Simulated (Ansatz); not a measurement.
## Compressing SnO₂: a fit and a missing row

SnO₂, P4_2/mnm, a = 4.760 Å, c = 3.201 Å. Ansatz: r2SCAN, PAW, 500 eV, Γ-centred 6×6×8 mesh on 6 atoms, Gaussian smearing 0.02 eV; no spin polarisation. Shape and atoms are relaxed at each volume; pressure is positive in compression.

| V (Å³/atom) | P (GPa) |
| --- | --- |
| 10.636 | ? |
| 10.999 | 24.26 |
| 11.361 | 14.71 |
| 11.724 | 6.70 |
| 12.086 | 0.00 |
| 12.449 | -5.54 |
| 12.812 | -10.08 |
| 13.295 | -14.74 |

Take V0 = 12.086 Å³/atom, fit the third-order Birch–Murnaghan form to the other rows, and predict the missing pressure.

With the Eulerian strain f = ½[(V0/V)^(2/3) − 1] and y = P/[3f(1 + 2f)^(5/2)], the form is the line y = B0 + 1.5 B0 (B0′ − 4) f. Rows (f, y): 0.03242, 213.2; 0.02105, 210.1; 0.01024, 207.3; -0.00977, 198.6; -0.01907, 194.2; -0.03079, 187.1. Means f = 0.0006800, y = 201.75; Σ(Δf)² = 0.003003, ΣΔfΔy = 1.230; the slope is their ratio. y = 201.5 + 409.4 f GPa, so B0 = 201.5 GPa and B0′ = 4 + 2 × (409.4)/(3 × 201.5) = 5.35. At V = 10.636, f = 0.04447, y = 219.71 and P = 36.27 GPa. The run gave 35.60 GPa, so the fit is 0.67 GPa too high, 1.3 % of the span of the series, against an rms of 0.10 GPa on the fitted rows. The row lies outside the fitted range. The points of y bend away from a line: a fourth-order term fitted to them gives P = 35.49 GPa at this row's volume (the line 36.27, the run 35.60).